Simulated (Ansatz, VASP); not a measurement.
**MgS in VASP and in Ansatz**

```xyz
2
Lattice="0.0000 2.5236 2.6016 2.5236 0.0000 2.6016 2.5236 2.5236 0.0000" Properties=species:S:1:pos:R:3 pbc="T T T"
Mg    0.0000    0.0000    0.0000
S     2.5236    2.5236    2.6016
```

Change from the starting cell: equal xx and yy strain of -3 %.

Alike in both runs: task single point; functional PBE; k mesh 8 × 8 × 8; occupations fermi-dirac, width 0.01 eV; no spin polarisation.

|  | VASP | Ansatz |
| --- | --- | --- |
| version | VASP 6.6.1 | Ansatz 0.2.0 |
| potentials or method | VASP PAW PBE potentials, release 64 (Mg, S), cutoff 520 eV | all-electron LAPW, scalar-relativistic |

VASP gave:

| Item | Value |
| --- | --- |
| gap on the k mesh at the Fermi level (eV) | 2.77 |
| pressure (GPa) | 6.4 |
| largest component of the traceless stress (GPa) | 2.84 |

Problem. What did Ansatz give for the same quantities?

Solution. gap on the k mesh at the Fermi level (eV): 2.78; pressure (GPa): 6.7; largest component of the traceless stress (GPa): 2.85.

Ansatz ran all-electron here, so the differences hold the error of VASP's frozen core and of both bases.

A k mesh can miss the band edges.
